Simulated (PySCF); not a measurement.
CHF3.
SMILES: `FC(F)F`

The closed-shell ground state was solved at several levels (PySCF, density fitting, gas phase, non-relativistic). Isolated species at its PBE0-D3(BJ)/def2-TZVP geometry, gas phase.

```csv
level,basis functions,total energy (Eh),HOMO (eV),LUMO (eV),gap (eV),dipole (D)
wB97X-D/aug-cc-pVTZ,207,-338.2848,-13.36,0.86,14.22,1.59
PBE0/aug-cc-pVTZ,207,-338.0526,-11.40,0.03,11.43,1.58
PBE0/pcJ-2,228,-338.0740,-11.41,1.01,12.42,1.61
wB97X-D/pcSseg-2,158,-338.2963,-13.37,2.66,16.03,1.63
B97-2/pcJ-2,228,-338.2982,-11.12,1.03,12.15,1.60
B3LYP/pcJ-2,228,-338.4034,-11.19,0.62,11.81,1.63
KT3/pcSseg-2,158,-342.4859,-9.75,0.07,9.82,1.50
CAM-B3LYP/aug-cc-pVTZ,207,-338.2986,-13.01,0.27,13.28,1.64
PBE0/pcSseg-2,158,-338.0631,-11.41,0.97,12.38,1.61
```

(1) What might B97-2/pcSseg-2 (158 basis functions) give for the same quantities?

(2) Over all these levels, which gives the widest orbital gap and which the narrowest?

(3) How much does the basis alone move the frontier levels among the 3 PBE0 rows?

(4) In the pcSseg-2 basis, how does the gap go with the fixed share of exact exchange?

(5) How far do the dipole and the HOMO energy spread over the levels?

Answers

(1) Total energy -338.2868 Eh, HOMO -11.12 eV, LUMO 0.99 eV, gap 12.11 eV, dipole 1.60 D.

(2) wB97X-D/pcSseg-2 (range-separated hybrid) has the widest, 16.03 eV, and KT3/pcSseg-2 (GGA) the narrowest, 9.82 eV. The two share the basis. From the narrowest to the widest the HOMO moves by -3.62 eV and the LUMO by +2.59 eV.

(3) The HOMO by 0.01 eV and the LUMO by 0.98 eV. By rising basis size (HOMO, LUMO in eV): pcSseg-2 -11.41, 0.97; aug-cc-pVTZ -11.40, 0.03; pcJ-2 -11.41, 1.01.

(4) KT3 (0 %) 9.82 eV; B97-2 (21 %) 12.11 eV; PBE0 (25 %) 12.38 eV. Each rise in the share widens the gap here.

(5) The dipole runs from 1.50 to 1.64 D (mean 1.60 D) and the HOMO from -13.37 to -9.75 eV.

Note: wB97X-D ran without an empirical dispersion term, which enters the total energy and its gradient alone.
